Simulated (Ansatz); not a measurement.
Crystal: ZrC.

```
Zr C
1.0
     0.00000    2.36500    2.36500
     2.36500    0.00000    2.36500
     2.36500    2.36500    0.00000
Zr C
1 1
Direct
  0.50000 0.50000 0.50000
  0.00000 0.00000 0.00000
```

Base run:

| Property | Result |
| --- | --- |
| Program | Ansatz 0.2.0 |
| Functional | BLYP |
| Potentials or basis | Ansatz PAW |
| Cutoff | 420 eV |
| Density cutoff | 1680 eV |
| k mesh | 10 × 10 × 10 |
| Occupations | fermi-dirac, width 0.05 eV |
| Spin | no spin polarisation |

Its results: band gap on the k mesh none (metal or under the smearing width); pressure 4.2 GPa.

After a change of settings the same cell gave: band gap on the k mesh none (metal or under the smearing width); pressure -8.5 GPa. Which change was it?
A. functional from BLYP to PBE; occupations from fermi-dirac, width 0.05 eV to gaussian, width 0.03 eV
B. functional from BLYP to LDA; occupations from fermi-dirac, width 0.05 eV to cold, width 0.15 eV
C. functional from BLYP to PBEsol
D. functional from BLYP to revPBE

C.

PBEsol binds more tightly than BLYP, so the same cell stands under less pressure.

Caveats: the PAW data sets come from PBE, with cores solved anew for the run's functional, which leaves a small shift of forces and pressure; the potentials were made for another functional, which shifts forces and pressure (some runs).

Not every run made on this cell is shown here.
